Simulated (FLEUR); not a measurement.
# Co under changes of volume

One of the cells (10.688 Å³/atom); the others are scaled copies at fixed shape and fractional positions:

```
Co
1.0
     2.47056    0.00000    0.00000
    -1.23528    2.13957    0.00000
     0.00000    0.00000    8.08823
Co
4
Direct
  0.66667 0.33333 0.75000
  0.00000 0.00000 0.50000
  0.33333 0.66667 0.25000
  0.00000 0.00000 0.00000
```

| Property | Result |
| --- | --- |
| Program | FLEUR MaX-R8.1 (later development tree) |
| Functional | LDA |
| Potentials or basis | all-electron |
| Basis | FLAPW |
| Kmax | 4.67 1/bohr |
| k mesh | 12 × 12 × 4 |
| Occupations | fermi-dirac, width 0.05 eV |
| Spin | collinear spin, ferromagnetic start |
| Starting moments | [2.0, 2.0, 2.0, 2.0] μB |

| volume (Å³/atom) | energy over the lowest point (meV/atom) | moment (μB per cell) |
| --- | --- | --- |
| 10.047 | 0.00 | 6.05 |
| 10.261 | ? | ? |
| 10.688 | 34.50 | 6.36 |
| 11.116 | 83.28 | 6.57 |
| 11.330 | 113.83 | 6.65 |

Task: What does the run at 10.261 Å³/atom give?

Result: Energy over the lowest point 5.26 meV/atom; moment 6.14 μB per cell.

Worked out: A Birch-Murnaghan fit of order 2 (a polynomial in V^(-2/3)) to the other rows has its minimum at 9.97 Å³/atom, just outside them, with B0 = V·E''(V) = 246 GPa at fixed shape and positions, which overstates the stiffness. It gives 5.63 meV/atom at 10.261 Å³/atom, against the run's 5.26. A straight line through the other rows of the moment, of slope 0.473 μB per Å³/atom, gives 6.15 μB, against the run's 6.14.

Energies are extrapolated to zero smearing.
